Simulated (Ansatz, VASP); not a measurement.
# Two plane-wave programs on MnS

INCAR

```
PREC = Accurate
ENCUT = 520
EDIFF = 1E-6
ISMEAR = 0
SIGMA = 0.1
LREAL = F
LASPH = T
NELM = 150
ALGO = Fast
ISIF = 2
LWAVE = F
LCHARG = T
ISPIN = 2
MAGMOM = 4 0
LORBIT = 11
LMAXMIX = 4
GGA = PE
LELF = T
LVHAR = T
NBANDS = 20
```

File KPOINTS:

```
Automatic mesh
0
Gamma
  6 6 6
```

The input POSCAR:

```
MnS
1.0
    3.0990400000      0.0000000000      0.0000000000
    0.0000000000      3.0990400000      0.0000000000
    0.0000000000      0.0000000000      3.0990400000
Mn S
1 1
Direct
    0.5000000000      0.5000000000      0.5000000000
    0.0000000000      0.0000000000      0.0000000000
```

Input for Ansatz:

```yaml
crystal:
  lattice:
    - [3.09904, 0.0, 0.0]
    - [0.0, 3.09904, 0.0]
    - [0.0, 0.0, 3.09904]
  atoms:
    - { symbol: Mn, position: [0.5, 0.5, 0.5], spin: 4.0 }
    - { symbol: S, position: [0.0, 0.0, 0.0] }
basis:
  ecutwfc: 420
kpoints:
  mp_grid: { grid: [6, 6, 6] }
hamiltonian:
  xc: pbe
scf:
  occupations: { method: gaussian, width: 0.1 }
  lower_state_search: "off"
output:
  forces: true
  stress: true
  eigenvalues: true
  populations: true
magnetization:
  spin_polarized: true
```

Measurements of this composition are mostly on another form, of space group No. 225.

Alike in both runs: task single point; functional PBE; k mesh 6 × 6 × 6; occupations gaussian, width 0.1 eV; collinear spin.

|  | VASP | Ansatz |
| --- | --- | --- |
| version | VASP 6.6.1 | Ansatz 0.2.0 |
| potentials or method | VASP PAW PBE potentials, release 64 (Mn_pv, S) | scalar-relativistic, plane waves, PAW |
| plane-wave cutoff (eV) | 520 | 420 |
| valence electrons in the cell | 19 | 21 |

Ansatz gave:

| Property | Result |
| --- | --- |
| gap on the k mesh at the Fermi level (eV) | none |
| pressure (GPa) | -8.1 |
| net moment per atom (μB) | 1.64 |
| size of the moment on the site where the two differ most (μB) | 0.15 |

Problem. What did VASP give for the same quantities?

Solution. gap on the k mesh at the Fermi level (eV): none; pressure (GPa): -8.1; net moment per atom (μB): 1.64; size of the moment on the site where the two differ most (μB): 0.13.

Site moments also hang on the region over which each program counts them. A gap of «none» marks a metal or a gap that the smearing closes. The two sets of potentials don't hold the same shells in valence.

Caveats: a cell with one magnetic atom can't hold antiferromagnetic order, which such compounds often take; semilocal functionals often make such compounds metallic where correlation or magnetic order opens a gap, which also shifts bond lengths. With open d or f shells a metallic result of PBE can be an artefact of self-interaction; +U or a hybrid may open a gap.
